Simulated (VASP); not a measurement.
# InSe (P6_3/mmc) in VASP: further runs

The runs below take InSe through optical spectrum, band structure, with PBE, PBEsol, TB-mBJ.

Everything below comes from runs of VASP 6.6.1. Logs are shortened: lines on timing, memory, paths and dates and some standing lists are left out, and cuts for length are marked.

**1. The crystal as given**

It takes space group P6_3/mmc (No. 194, hexagonal). The conventional cell has a = 4.050 Å, b = 4.050 Å, c = 16.930 Å, α = 90.00°, β = 90.00°, γ = 120.00°. Around In (site symmetry 3m) lie 3 Se at 2.52 Å. Around Se (site symmetry 3m) lie 3 In at 2.52 Å.

**2. Optical spectrum, PBE**

INCAR reads:

```
PREC     = Accurate       # precision mode
ENCUT    = 400            # plane-wave cutoff, eV
EDIFF    = 1E-6           # SCF threshold, eV
ISMEAR   = 0              # smearing method
SIGMA    = 0.02           # smearing width, eV
LREAL    = F              # projectors in reciprocal space
LASPH    = T              # aspherical terms in the spheres
NELM     = 60             # most SCF steps
ALGO     = Fast           # electronic algorithm
ISIF     = 2              # what is computed and relaxed
LWAVE    = F              # write WAVECAR
LCHARG   = F              # write CHGCAR
GGA      = PE             # functional
LOPTICS  = T              # frequency-dependent dielectric function
NBANDS   = 86             # bands
NEDOS    = 1000           # points of the DOS
CSHIFT   = 0.05
```

KPOINTS reads:

```
regular mesh
0
Gamma
  12 12 2
```

POSCAR reads:

```
InSe
1.0
    4.0500000000      0.0000000000      0.0000000000
   -2.0250000000      3.5074028853      0.0000000000
    0.0000000000      0.0000000000     16.9300000000
In Se
4 4
Direct
    0.3333333333      0.6666666667      0.1570000000
    0.6666666667      0.3333333333      0.6570000000
    0.3333333333      0.6666666667      0.3430000000
    0.6666666667      0.3333333333      0.8430000000
    0.3333333333      0.6666666667      0.6020000000
    0.6666666667      0.3333333333      0.1020000000
    0.3333333333      0.6666666667      0.8980000000
    0.6666666667      0.3333333333      0.3980000000
```

Potentials or basis: VASP PAW PBE potentials, release 64 (In_d, Se).

On the command line:

```bash
$ cat potpaw_PBE.64/In_d/POTCAR potpaw_PBE.64/Se/POTCAR > POTCAR
$ mpirun -np 1 vasp_std > vasp.out
```

OUTCAR:

```text
PREC = Accurate
   ENCUT = 400
   EDIFF = 1E-6
   ISMEAR = 0
   LREAL = F
   LASPH = T
   NELM = 60
   ISIF = 2
   GGA = PE

 ion  position               nearest neighbor table
   1  0.333  0.667  0.157-   6 2.52   6 2.52   6 2.52   3 3.15
   2  0.667  0.333  0.657-   5 2.52   5 2.52   5 2.52   4 3.15
   3  0.333  0.667  0.343-   8 2.52   8 2.52   8 2.52   1 3.15
   4  0.667  0.333  0.843-   7 2.52   7 2.52   7 2.52   2 3.15
   5  0.333  0.667  0.602-   2 2.52   2 2.52   2 2.52
   6  0.667  0.333  0.102-   1 2.52   1 2.52   1 2.52
   7  0.333  0.667  0.898-   4 2.52   4 2.52   4 2.52
   8  0.667  0.333  0.398-   3 2.52   3 2.52   3 2.52

  LATTYP: Found a hexagonal cell.
 ALAT       =     4.0500000000
 C/A-ratio  =     4.1802469136

  Lattice vectors:

 A1 = (   4.0500000000,   0.0000000000,   0.0000000000)
 A2 = (  -2.0250000000,   3.5074028853,   0.0000000000)
 A3 = (   0.0000000000,   0.0000000000,  16.9300000000)

Analysis of symmetry for initial positions (statically):
=====================================================================
 Subroutine PRICEL returns:
 Original cell was already a primitive cell.

 Routine SETGRP: Setting up the symmetry group for a
 hexagonal supercell.

 Subroutine GETGRP returns: Found 24 space group operations
 (whereof 12 operations were pure point group operations)
 out of a pool of 24 trial point group operations.

The static configuration has the point symmetry D_3d.
 The point group associated with its full space group is D_6h.

Analysis of symmetry for dynamics (positions and initial velocities):
=====================================================================
 Subroutine PRICEL returns:
 Original cell was already a primitive cell.

 Routine SETGRP: Setting up the symmetry group for a
 hexagonal supercell.

 Subroutine GETGRP returns: Found 24 space group operations
 (whereof 12 operations were pure point group operations)
 out of a pool of 24 trial point group operations.

The dynamic configuration has the point symmetry D_3d.
 The point group associated with its full space group is D_6h.

 Subroutine INISYM returns: Found 24 space group operations
 (whereof 12 operations are pure point group operations),
 and found     1 'primitive' translations

----------------------------------------------------------------------------------------

                                     Primitive cell

  volume of cell :     240.4903

  direct lattice vectors                    reciprocal lattice vectors
     4.050000000  0.000000000  0.000000000     0.246913580  0.142555622  0.000000000
    -2.025000000  3.507402885  0.000000000     0.000000000  0.285111244  0.000000000
     0.000000000  0.000000000 16.930000000     0.000000000  0.000000000  0.059066745

  length of vectors
     4.050000000  4.050000000 16.930000000     0.285111244  0.285111244  0.059066745

  position of ions in fractional coordinates (direct lattice)
     0.333333333  0.666666667  0.157000000
     0.666666667  0.333333333  0.657000000
     0.333333333  0.666666667  0.343000000
     0.666666667  0.333333333  0.843000000
     0.333333333  0.666666667  0.602000000
     0.666666667  0.333333333  0.102000000
     0.333333333  0.666666667  0.898000000
     0.666666667  0.333333333  0.398000000

  ion indices of the primitive-cell ions
   primitive index   ion index
                 1           1
                 2           2
                 3           3
                 4           4
[... 106 lines left out ...]
   LRPA    =     F    only Hartree local field effects (RPA)
 non-spin polarized calculation
 RMM-DIIS sequential band-by-band and
 Gauss-broadening in eV      SIGMA  =   0.02
  energy-cutoff  :      400.00
  volume of cell :      240.49
 maximum number of plane-waves:      4419
 NGX is ok and might be reduce to    28
   NGX = 13   NGY = 13   NGZ = 55

 number of electron      75.9999992 magnetization

 Free energy of the ion-electron system (eV)
  ---------------------------------------------------
  ext. energy  EPLUGINS =         0.00000000
  ---------------------------------------------------
  free energy    TOTEN  =       -26.50180829 eV

  energy without entropy =      -26.50165526  energy(sigma->0) =      -26.50173178

 E-fermi :   4.3070     XC(G=0):  -8.6734

 val. band max:        4.2930319809   @ k =   0.0833  -0.0000   0.0000
 cond. band min:       4.4705884225   @ k =   0.0833  -0.0000   0.0000
 fundamental gap:      0.1775564415
 Fermi energy:         4.3070090582

 k-point     1 :       0.0000    0.0000    0.0000
  band No.  band energies     occupation
      1     -11.0009      2.00000
      2     -10.9897      2.00000
      3     -10.9010      2.00000
      4     -10.8835      2.00000
      5     -10.8044      2.00000
      6     -10.8044      2.00000
[... 1261 lines left out ...]
     49      10.1548      0.00000
     50      10.1548      0.00000

 [... further k-points ...]

 [bands above 50 left out]

------------------------ aborting loop because EDIFF is reached ----------------------------------------

  FORCE on cell =-STRESS in cart. coord.  units (eV):
  Direction    XX          YY          ZZ          XY          YZ          ZX
  --------------------------------------------------------------------------------------
  -------------------------------------------------------------------------------------
  Total       15.7333259     15.7333259      2.7807538      0.0000000     -0.0000000      0.0000000
  in kB      104.8174247    104.8174247     18.5257365      0.0000000     -0.0000000      0.0000000
  external PRESSURE =      76.0535286 kB  Pullay stress =       0.0000000 kB

 VOLUME and BASIS-vectors are now :
 -----------------------------------------------------------------------------
  energy-cutoff  :      400.00
  volume of cell :      240.49
      direct lattice vectors                 reciprocal lattice vectors
     4.050000000  0.000000000  0.000000000     0.246913580  0.142555622  0.000000000
    -2.025000000  3.507402885  0.000000000     0.000000000  0.285111244  0.000000000
     0.000000000  0.000000000 16.930000000     0.000000000  0.000000000  0.059066745

 POSITION                                       TOTAL-FORCE (eV/Angst)
 -----------------------------------------------------------------------------------
     -0.00000      2.33827      2.65801         0.000000     -0.000000      2.902368
      2.02500      1.16913     11.12301        -0.000000      0.000000      2.902368
     -0.00000      2.33827      5.80699         0.000000     -0.000000     -2.902368
      2.02500      1.16913     14.27199         0.000000      0.000000     -2.902368
     -0.00000      2.33827     10.19186        -0.000000     -0.000000     -2.026697
      2.02500      1.16913      1.72686        -0.000000     -0.000000     -2.026697
     -0.00000      2.33827     15.20314         0.000000      0.000000      2.026697
      2.02500      1.16913      6.73814        -0.000000      0.000000      2.026697
 -----------------------------------------------------------------------------------
    total drift:                               -0.000000     -0.000000      0.000000

  FREE ENERGIE OF THE ION-ELECTRON SYSTEM (eV)
  ---------------------------------------------------
  free  energy   TOTEN  =       -26.5018082897 eV

  energy  without entropy=      -26.5016552639  energy(sigma->0) =      -26.50173178

 electrical conductivity sigma (Mega S m-1) (frequency dependency in vasprun.xml)
  --------------------------------------------------------------------------------------
       0.000       0.000      -0.000
      -0.000       0.000       0.000
       0.000       0.000       0.000

  frequency dependent IMAGINARY DIELECTRIC FUNCTION (independent particle, no local field effects) density-density
     E(ev)      X         Y         Z        XY        YZ        ZX
  --------------------------------------------------------------------------------------------------------------
     0.00000     0.00000     0.00000     0.00000     0.00000     0.00000     0.00000
     0.39890     0.02449     0.02449     9.26298     0.00000     0.00000     0.00000
     0.79781     0.06853     0.06853     7.33870     0.00000     0.00000     0.00000
     1.19671     1.11224     1.11224     1.72667     0.00000     0.00000     0.00000
     1.59561     1.34960     1.34960     4.07986     0.00000     0.00000     0.00000
     1.99452     1.91199     1.91199     8.06653    -0.00000     0.00000    -0.00000
[... 92 lines left out ...]
    39.09252     0.00057     0.00057     0.00059    -0.00000     0.00000     0.00000
    39.49142     0.00054     0.00054     0.00056    -0.00000     0.00000     0.00000

  frequency dependent      REAL DIELECTRIC FUNCTION (independent particle, no local field effects) density-density
     E(ev)        X           Y           Z          XY          YZ          ZX
  --------------------------------------------------------------------------------------------------------------
     0.00000     8.11001     8.11001   124.12636     0.00000     0.00000     0.00000
     0.39890     8.20368     8.20368   -16.91168     0.00000     0.00000     0.00000
     0.79781     8.54413     8.54413    10.12930     0.00000     0.00000     0.00000
     1.19671     9.69471     9.69471     4.51400     0.00000     0.00000     0.00000
     1.59561     8.41796     8.41796    10.77504    -0.00000     0.00000     0.00000
     1.99452     9.44957     9.44957     6.53173     0.00000     0.00000     0.00000
[... 92 lines left out ...]
    39.09252     0.82030     0.82030     0.81868    -0.00000    -0.00000    -0.00000
    39.49142     0.82473     0.82473     0.82325    -0.00000    -0.00000    -0.00000

  frequency dependent IMAGINARY DIELECTRIC FUNCTION (independent particle, no local field effects) current-current
     E(ev)      X         Y         Z        XY        YZ        ZX
  --------------------------------------------------------------------------------------------------------------
     0.00000    17.82657    17.82657   327.93701     0.00000     0.00000     0.00000
     0.39890     1.83018     1.83018     4.52307     0.00000     0.00000     0.00000
     0.79781     1.01406     1.01406     8.55406     0.00000     0.00000     0.00000
     1.19671     1.84322     1.84322     2.01145     0.00000     0.00000     0.00000
     1.59561     1.80665     1.80665     4.68432    -0.00000     0.00000     0.00000
     1.99452     2.33113     2.33113     8.32538    -0.00000     0.00000     0.00000
[... 92 lines left out ...]
    39.09252     0.00011     0.00011     0.00012    -0.00000    -0.00000    -0.00000
    39.49142     0.00010     0.00010     0.00011    -0.00000    -0.00000    -0.00000

  frequency dependent      REAL DIELECTRIC FUNCTION (independent particle, no local field effects) current-current
     E(ev)        X           Y           Z          XY          YZ          ZX
  --------------------------------------------------------------------------------------------------------------
     0.00000     8.10449     8.10449    86.20429     0.00000     0.00000    -0.00000
     0.39890     8.19679     8.19679   -17.03140     0.00000     0.00000    -0.00000
     0.79781     8.53480     8.53480     9.61009     0.00000     0.00000    -0.00000
     1.19671     9.59619     9.59619     4.55800     0.00000     0.00000    -0.00000
     1.59561     8.33368     8.33368    10.61388     0.00000     0.00000    -0.00000
     1.99452     9.35294     9.35294     6.20523     0.00000     0.00000    -0.00000
[... 92 lines left out ...]
    39.09252     0.82031     0.82031     0.81884    -0.00000    -0.00000    -0.00000
    39.49142     0.82474     0.82474     0.82341    -0.00000    -0.00000    -0.00000
```

It took 7 min on 1 thread of Intel Xeon 6975P-C (Granite Rapids), shared host; peak memory 0.97 GiB.

What came out:

* Free energy: -26.5018 eV
* Pressure: 7.6 GPa
* Largest force: 2.902 eV/Å
* Band gap on the k mesh: none (metal or under the smearing width)

Forces in eV/Å, atoms in the order of the input:
```
In   0.000  0.000  2.902
In   0.000  0.000  2.902
In   0.000  0.000 -2.902
In   0.000  0.000 -2.902
Se   0.000  0.000 -2.027
Se   0.000  0.000 -2.027
Se   0.000  0.000  2.027
Se   0.000  0.000  2.027
```

Stress tensor (GPa, compression positive):
```
10.48  0.00  0.00
 0.00 10.48  0.00
 0.00  0.00  1.85
```

Dielectric function (mean over the directions given):
```csv
energy (eV),real part,imaginary part
0.32,-6.53,7.66
0.80,9.07,2.49
1.28,7.75,1.18
1.76,9.74,2.30
2.31,7.85,4.99
2.79,6.70,3.49
3.27,6.64,5.34
3.83,7.47,5.20
4.31,9.92,9.38
4.79,4.04,15.21
5.35,-4.23,9.09
5.82,-0.26,5.69
6.30,0.55,7.08
6.86,-2.74,5.50
7.34,-1.96,4.85
7.82,-2.35,3.69
8.30,-2.02,2.73
8.86,-1.47,2.50
9.33,-1.51,2.07
9.81,-1.07,1.65
10.37,-1.19,1.39
10.85,-0.92,1.25
11.33,-0.99,1.00
11.89,-0.71,0.97
12.37,-0.47,0.87
12.84,-0.41,0.80
13.40,-0.24,0.53
13.88,-0.18,0.49
14.36,-0.10,0.42
14.84,-0.02,0.44
15.40,0.06,0.36
15.88,0.18,0.35
16.36,0.19,0.41
16.91,0.23,0.36
17.39,0.20,0.30
17.87,0.37,0.27
18.43,0.42,0.38
18.91,0.30,0.44
19.39,0.33,0.34
19.95,0.30,0.27
```

Caveat: independent-particle spectra lack excitons; the intraband (Drude) part of a metal's response may be missing; this functional lacks dispersion, which binds the layers, so the pressure and a relaxed spacing across them are unreliable; forces of over 1 eV/Å show positions far from the minimum, so gaps and moduli don't describe the material at rest.

(Continued in part 2 of 3.)
